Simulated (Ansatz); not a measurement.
# AlN (P6_3mc): the host for defect calculations, part 4 of 4

Aim: the runs on the perfect crystal AlN (P6_3mc) that a defect calculation needs first.

Ansatz 0.2.0; plane-wave PAW DFT, PBEsol; relaxation of the host's cell and atoms; PAW set soft_1 (the session's first sound run).

So far: Set-up; Host cell relaxation; Defect free supercell relaxed in its symmetry; Defect free supercell relaxed from displaced atoms; Host on a dense mesh; Defect free supercell at the zone centre.

## (7) Defect free supercell at the quarter point

Level of this step: plane-wave PAW DFT, PBEsol; single point of the defect-free host, a test of the k-point sampling; PAW set soft_1 (Ansatz).

The supercell is run at one point off the zone centre, to see how far that sampling misses the dense mesh.

pristine.sampling_quarter/input.yaml

```yaml
crystal:
  lattice:
    - [9.3408219414, 8.62e-08, 0.0]
    - [-4.6704110453, 8.0893890504, 0.0]
    - [0.0, 0.0, 9.9673533283]
  atoms:
    - { symbol: Al, position: [0.2222222222, 0.1111111111, 0.2495170802] }
    - { symbol: Al, position: [0.1111111111, 0.2222222222, 0.4995170802] }
    - { symbol: "N", position: [0.2222222222, 0.1111111111, 0.4404829198] }
    - { symbol: "N", position: [0.1111111111, 0.2222222222, 0.1904829198] }
    - { symbol: Al, position: [0.2222222222, 0.1111111111, 0.7495170802] }
    - { symbol: Al, position: [0.1111111111, 0.2222222222, 0.9995170802] }
    - { symbol: "N", position: [0.2222222222, 0.1111111111, 0.9404829198] }
    - { symbol: "N", position: [0.1111111111, 0.2222222222, 0.6904829198] }
    - { symbol: Al, position: [0.2222222222, 0.4444444444, 0.2495170802] }
    - { symbol: Al, position: [0.1111111111, 0.5555555556, 0.4995170802] }
    - { symbol: "N", position: [0.2222222222, 0.4444444444, 0.4404829198] }
    - { symbol: "N", position: [0.1111111111, 0.5555555556, 0.1904829198] }
    - { symbol: Al, position: [0.2222222222, 0.4444444444, 0.7495170802] }
    - { symbol: Al, position: [0.1111111111, 0.5555555556, 0.9995170802] }
    - { symbol: "N", position: [0.2222222222, 0.4444444444, 0.9404829198] }
    - { symbol: "N", position: [0.1111111111, 0.5555555556, 0.6904829198] }
    - { symbol: Al, position: [0.2222222222, 0.7777777778, 0.2495170802] }
    - { symbol: Al, position: [0.1111111111, 0.8888888889, 0.4995170802] }
    - { symbol: "N", position: [0.2222222222, 0.7777777778, 0.4404829198] }
    - { symbol: "N", position: [0.1111111111, 0.8888888889, 0.1904829198] }
    - { symbol: Al, position: [0.2222222222, 0.7777777778, 0.7495170802] }
    - { symbol: Al, position: [0.1111111111, 0.8888888889, 0.9995170802] }
    - { symbol: "N", position: [0.2222222222, 0.7777777778, 0.9404829198] }
    - { symbol: "N", position: [0.1111111111, 0.8888888889, 0.6904829198] }
    - { symbol: Al, position: [0.5555555556, 0.1111111111, 0.2495170802] }
    - { symbol: Al, position: [0.4444444444, 0.2222222222, 0.4995170802] }
    - { symbol: "N", position: [0.5555555556, 0.1111111111, 0.4404829198] }
    - { symbol: "N", position: [0.4444444444, 0.2222222222, 0.1904829198] }
    - { symbol: Al, position: [0.5555555556, 0.1111111111, 0.7495170802] }
    - { symbol: Al, position: [0.4444444444, 0.2222222222, 0.9995170802] }
    - { symbol: "N", position: [0.5555555556, 0.1111111111, 0.9404829198] }
    - { symbol: "N", position: [0.4444444444, 0.2222222222, 0.6904829198] }
    - { symbol: Al, position: [0.5555555556, 0.4444444444, 0.2495170802] }
    - { symbol: Al, position: [0.4444444444, 0.5555555556, 0.4995170802] }
    - { symbol: "N", position: [0.5555555556, 0.4444444444, 0.4404829198] }
    - { symbol: "N", position: [0.4444444444, 0.5555555556, 0.1904829198] }
    - { symbol: Al, position: [0.5555555556, 0.4444444444, 0.7495170802] }
    - { symbol: Al, position: [0.4444444444, 0.5555555556, 0.9995170802] }
    - { symbol: "N", position: [0.5555555556, 0.4444444444, 0.9404829198] }
    - { symbol: "N", position: [0.4444444444, 0.5555555556, 0.6904829198] }
    - { symbol: Al, position: [0.5555555556, 0.7777777778, 0.2495170802] }
    - { symbol: Al, position: [0.4444444444, 0.8888888889, 0.4995170802] }
    - { symbol: "N", position: [0.5555555556, 0.7777777778, 0.4404829198] }
    - { symbol: "N", position: [0.4444444444, 0.8888888889, 0.1904829198] }
    - { symbol: Al, position: [0.5555555556, 0.7777777778, 0.7495170802] }
    - { symbol: Al, position: [0.4444444444, 0.8888888889, 0.9995170802] }
    - { symbol: "N", position: [0.5555555556, 0.7777777778, 0.9404829198] }
    - { symbol: "N", position: [0.4444444444, 0.8888888889, 0.6904829198] }
    - { symbol: Al, position: [0.8888888889, 0.1111111111, 0.2495170802] }
    - { symbol: Al, position: [0.7777777778, 0.2222222222, 0.4995170802] }
    - { symbol: "N", position: [0.8888888889, 0.1111111111, 0.4404829198] }
    - { symbol: "N", position: [0.7777777778, 0.2222222222, 0.1904829198] }
    - { symbol: Al, position: [0.8888888889, 0.1111111111, 0.7495170802] }
    - { symbol: Al, position: [0.7777777778, 0.2222222222, 0.9995170802] }
    - { symbol: "N", position: [0.8888888889, 0.1111111111, 0.9404829198] }
    - { symbol: "N", position: [0.7777777778, 0.2222222222, 0.6904829198] }
    - { symbol: Al, position: [0.8888888889, 0.4444444444, 0.2495170802] }
    - { symbol: Al, position: [0.7777777778, 0.5555555556, 0.4995170802] }
    - { symbol: "N", position: [0.8888888889, 0.4444444444, 0.4404829198] }
    - { symbol: "N", position: [0.7777777778, 0.5555555556, 0.1904829198] }
    - { symbol: Al, position: [0.8888888889, 0.4444444444, 0.7495170802] }
    - { symbol: Al, position: [0.7777777778, 0.5555555556, 0.9995170802] }
    - { symbol: "N", position: [0.8888888889, 0.4444444444, 0.9404829198] }
    - { symbol: "N", position: [0.7777777778, 0.5555555556, 0.6904829198] }
    - { symbol: Al, position: [0.8888888889, 0.7777777778, 0.2495170802] }
    - { symbol: Al, position: [0.7777777778, 0.8888888889, 0.4995170802] }
    - { symbol: "N", position: [0.8888888889, 0.7777777778, 0.4404829198] }
    - { symbol: "N", position: [0.7777777778, 0.8888888889, 0.1904829198] }
    - { symbol: Al, position: [0.8888888889, 0.7777777778, 0.7495170802] }
    - { symbol: Al, position: [0.7777777778, 0.8888888889, 0.9995170802] }
    - { symbol: "N", position: [0.8888888889, 0.7777777778, 0.9404829198] }
    - { symbol: "N", position: [0.7777777778, 0.8888888889, 0.6904829198] }
basis:
  ecutwfc: 420
  xc_grid: 2
hamiltonian:
  xc: pbesol
  pseudopotentials: { kind: paw, azcp: { folder: soft_1 }, xc_functional: pbe }
kpoints:
  mp_grid: { grid: [1, 1, 1], shift: [0.25, 0.25, 0.25] }
scf:
  occupations: { method: fermi_dirac, width: 0.01 }
  max_iter: 100
  lower_state_search: "off"
checkpoint:
  write: "../pristine.sampling_quarter.run"
  compress: false
  write_wavefunctions: false
  write_every: 100000
```

Command:

```bash
$ ansatz run input.yaml --threads 8 --pin off --max-ram 18841MiB --backend cpu --events-out ev --progress --plain --runs-dir out
```

Numbers of over 12 decimals in the logs are rounded to 6 here.

Log:

```text
[...]
Crystal: 72 atoms, lattice volume = 753.149 Å³
Basis set: ecut = 420 eV, 14757 PW (Γ), exchange–correlation on 128×128×144 points (8 copies of the dense FFT grid, shifted against one another)
Bands: 216, of which v1, the nominal top of the filled ones, is band 144 counted from 1 (143 counted from 0)
Symmetry: 36 space group operations
k-points: 1
[...]
SCF iter   1: F=—  HF=-32663.949400 eV  |F-HF|=—  |Δ(HF+E_count)|=         —  Δρ=1.30e-1  dr2=1.56e2  ethr=3.10e-3  ⟨swp⟩=6.0  Hψ=940  notcnv=0  defer=9
[...]
SCF iter   8: F=-32615.774139 eV  HF=-32615.774139 eV  |F-HF|=2.33e-10  |Δ(HF+E_count)|=   2.24e-8  Δρ=4.29e-7  dr2=1.11e-9  ethr=2.17e-11  ⟨swp⟩=1.0  Hψ=466  notcnv=0
SCF 1 converged in 8 iterations: F = -32615.774139 eV  dr2 = 1.11e-9
[...]
SCF converged after 8 iterations
Free energy (F): -32615.774139 eV
[...]
Internal energy: -32615.774139 eV  (E = F + TS)
E sigma→0 (E₀):  -32615.774139 eV
Fermi energy:    9.467617 eV
[...]
```

Run time: 2.6 s. Hardware: 8 threads of Arm Neoverse V2, shared host; peak memory 1.2 GiB; 18 s of CPU time.

## (8) Outcome

```yaml
primitive_cell_vectors_lengths: 3.114, 3.114, 4.984 Å
supercell_relaxed_in_its_symmetry_less_the_displaced_and_relaxed_one: 0.000 eV
energy_an_atom_at_the_zone_centre_alone_less_that_on_the_dense_mesh: 0.048 eV
energy_an_atom_at_one_point_at_less_that_on_the_dense_mesh: -0.016 eV
```

In words: Step 2: The cell shrank by 1.6 % in volume. Step 4: The energy fell by 2.431 eV from the randomly displaced start; the atoms end within 0.005 Å of the sites as typed, once the mean shift is taken out. The displaced cell ends within 0.01 eV of the symmetric one relaxed in its symmetry, so no lower structure shows in this supercell. All at zero temperature.

[Logs are printed without paths, hosts, clocks, repeated set-up lines and the standing remarks that a program may print on its own settings, such as how far it seeks lower states.]

[Hosts, paths, dates, database ids (printed as entryN), source tags and the programs' standing remarks are cut or masked in the printed files.]

[Runs of the host that timed out are not shown.]

[For some hosts the program warned that the k-mesh of the response run may be too coarse for force constants and the static dielectric constant; such warnings are not always shown.]
